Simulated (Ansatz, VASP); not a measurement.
One calculation of Al2Cu, two programs

INCAR

```
SYSTEM = Al2Cu
PREC = Accurate ; ENCUT = 520
EDIFF = 1E-7 ; ISMEAR = -1
SIGMA = 0.05 ; LREAL = .FALSE.
LASPH = .TRUE. ; NELM = 80
ALGO = Normal ; ISIF = 2
LWAVE = .FALSE. ; LCHARG = .FALSE.
GGA = PS ; NBANDS = 16
```

File KPOINTS:

```
regular mesh
0
G
  7 7 9
  0 0 0
```

POSCAR

```
Al2Cu
1.0
    4.0213792609      0.0000000000      0.0000000000
    0.0000000000      4.0213792609      0.0000000000
    0.0000000000      0.0000000000      2.8322900507
Cu Al
1 2
Direct
    0.0000000000      0.0000000000      0.0000000000
    0.0000000000      0.5000000000      0.5000000000
    0.5000000000      0.0000000000      0.5000000000
```

The input input.yaml:

```yaml
crystal:
  lattice:
    - [4.0213792609, 0.0, 0.0]
    - [0.0, 4.0213792609, 0.0]
    - [0.0, 0.0, 2.8322900507]
  atoms:
    - { symbol: Cu, position: [0.0, 0.0, 0.0] }
    - { symbol: Al, position: [0.0, 0.5, 0.5] }
    - { symbol: Al, position: [0.5, 0.0, 0.5] }
hamiltonian:
  xc: pbesol
  pseudopotentials: { kind: paw }
kpoints:
  mp_grid: { grid: [7, 7, 9] }
scf:
  occupations: { method: fermi_dirac, width: 0.05 }
output:
  forces: true
  stress: true
  eigenvalues: true
```

Change from the starting cell: volume scaled by 0.94.

Alike in both runs: task single point; functional PBEsol; k mesh 7 × 7 × 9; occupations fermi-dirac, width 0.05 eV; no spin polarisation.

```csv
,VASP,Ansatz
version,VASP 6.6.1,Ansatz 0.2.0
potentials or method,"VASP PAW PBE potentials, release 64 (Cu, Al)",Ansatz PAW
plane-wave cutoff (eV),520,420
valence electrons in the cell,17,25
```

Ansatz gave:

```
gap on the k mesh at the Fermi level (eV)       : none
pressure (GPa)                                  : 3.9
largest component of the traceless stress (GPa) : 0.90
```

Which values does VASP return?

gap on the k mesh at the Fermi level (eV): none; pressure (GPa): 4.1; largest component of the traceless stress (GPa): 0.86.

A gap of «none» marks a metal or a gap that the smearing closes. The two sets of potentials don't hold the same shells in valence.

Caveats: the PAW data sets were made with another functional, which shifts forces and pressure a little (VASP); the PAW data sets come from PBE, with cores solved anew for the run's functional, which leaves a small shift of forces and pressure (Ansatz).
